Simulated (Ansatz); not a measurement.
Phases of Cd at 210 GPa

Structure types of Cd are relaxed in primitive cells with their symmetry kept at 210 GPa, first on PAW files, then by LAPW. The enthalpy is E + pV at zero temperature, without zero-point motion. Only the types listed were tried, and differences under about 5 meV/atom are mesh noise.

All numbers are PBE results (scalar-relativistic) from Ansatz 0.2.0, with Fermi–Dirac smearing of 0.08 eV, no spin polarisation. Methods: LAPW: all electrons, basis error target 0.5 meV/atom; PAW: frozen-core files, cutoff 420 eV.

k meshes: fcc 18×18×18, bcc 19×19×19, hcp 17×17×9, diamond 14×14×14, sc 16×16×16, simple hexagonal 18×18×17.

Q: Order the types by LAPW enthalpy, lowest first.
A. bcc
B. diamond
C. sc
D. simple hexagonal
E. fcc
F. hcp

A: F (0 meV/atom), E (67 meV/atom), A (217 meV/atom), D (1173 meV/atom), C (1988 meV/atom), B (6279 meV/atom).

| start type | ends as | a, b, c (Å) | V (Å³/atom) | H − H(lowest), LAPW (meV/atom) | same, PAW |
| --- | --- | --- | --- | --- | --- |
| fcc | fcc, Fm-3m | 3.570, 3.570, 3.570 | 11.38 | 66.9 | 66.9 |
| bcc | bcc, Im-3m | 2.836, 2.836, 2.836 | 11.41 | 217.1 | 216.8 |
| hcp | hcp, P6_3/mmc | 2.537, 2.537, 4.076 | 11.36 | 0.0 | 0.0 |
| diamond | diamond, Fd-3m | 4.856, 4.856, 4.856 | 14.32 | 6278.5 | 6269.7 |
| sc | sc, Pm-3m | 2.305, 2.305, 2.305 | 12.25 | 1987.6 | 1983.6 |
| simple hexagonal | simple hexagonal, P6/mmm | 2.411, 2.411, 2.360 | 11.88 | 1173.4 | 1171.3 |

Q: Split the lead of hcp over fcc into energy and pV.

A: For fcc less hcp: ΔE = +45.7 meV/atom, and p·ΔV = 210 GPa × +0.0162 Å³ × 6.242 meV/(GPa·Å³) = +21.2 meV/atom, together 66.9 meV/atom. hcp wins on both counts.
